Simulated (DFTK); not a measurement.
**Nb in DFTK: the effect of target pressure**

Crystal: Nb.

```xyz
1
Lattice="-1.6640 1.6640 1.6640 1.6640 -1.6640 1.6640 1.6640 1.6640 -1.6640" Properties=species:S:1:pos:R:3 pbc="T T T"
Nb    0.0000    0.0000    0.0000
```

Alike in all runs:

- Program: DFTK 0.8.2
- Task: relaxation of cell and atoms
- Functional: PBE
- Potentials or basis: dojo.nc.sr.pbe.v0_4_1.standard.upf (PBE)
- Cutoff: 1279 eV
- k mesh: 8 × 8 × 8
- Occupations: fermi-dirac, width 0.05 eV
- Spin: no spin polarisation

Each run relaxes the cell or the atoms first.

```tsv
target pressure	relaxed volume (Å³/atom)
0 GPa	18.20
5 GPa	17.71
10 GPa	17.27
20 GPa	16.55
30 GPa	?
```

What does the run with target pressure 30 GPa give?

Relaxed volume 15.94 Å³/atom.

Worked out: In Murnaghan's law V^(-B') rises as a straight line in P. The other rows fit best with B' = 4.2, V0 = 18.20 Å³/atom and B0 = 171 GPa, which gives 15.96 Å³/atom at 30 GPa, against the run's 15.94.
